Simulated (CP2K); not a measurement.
The system is HfO2.

```
Hf O
1.0
     5.21946    0.00000    0.00000
     0.00000    5.00476    0.00000
     0.00000    0.00000    5.03269
Hf O
4 8
Direct
  0.96699 0.73252 0.74144
  0.53301 0.73252 0.24144
  0.46699 0.26748 0.74144
  0.03301 0.26748 0.24144
  0.63213 0.92865 0.87927
  0.86787 0.92865 0.37927
  0.23395 0.53988 0.49229
  0.26605 0.53988 0.99229
  0.76605 0.46012 0.99229
  0.73395 0.46012 0.49229
  0.13213 0.07135 0.87927
  0.36787 0.07135 0.37927
```

Measurements of this composition are mostly on another form, of space group No. 14.

Base run:

| Quantity | Value |
| --- | --- |
| Program | CP2K 2026.2 |
| Functional | PBEsol |
| Potentials or basis | GTH_POTENTIALS Hf GTH-PBE-q12, O GTH-PBE-q6; DZVP-MOLOPT-SR-GTH basis |
| Density cutoff | 8163 eV |
| k mesh | 4 × 4 × 4 |
| Occupations | fermi-dirac, width 0.05 eV |
| Spin | no spin polarisation |

Its results: band gap on the k mesh 4.37 eV, indirect (least direct gap 4.55 eV); largest force 0.132 eV/Å.

**Question.** The run is repeated on the same cell with these changes: hubbard terms from none to Hf d U = 8.0 eV. What comes out?

**Answer.** Band gap on the k mesh 5.65 eV, direct; largest force 0.289 eV/Å.

The U term pushes filled and empty states of the shell apart.

Caveats: the potentials were made for another functional, which shifts forces and pressure; spin-orbit coupling is left out, which moves the levels of the heavy elements; the basis of atomic orbitals isn't converged, which shifts pressures, moduli and gaps; this program's U acts on Mulliken populations of all basis functions of the shell, so it isn't the U of plane-wave codes (some runs); energies scatter by some meV and the pressure isn't listed (some runs).

A k mesh can miss the band edges.
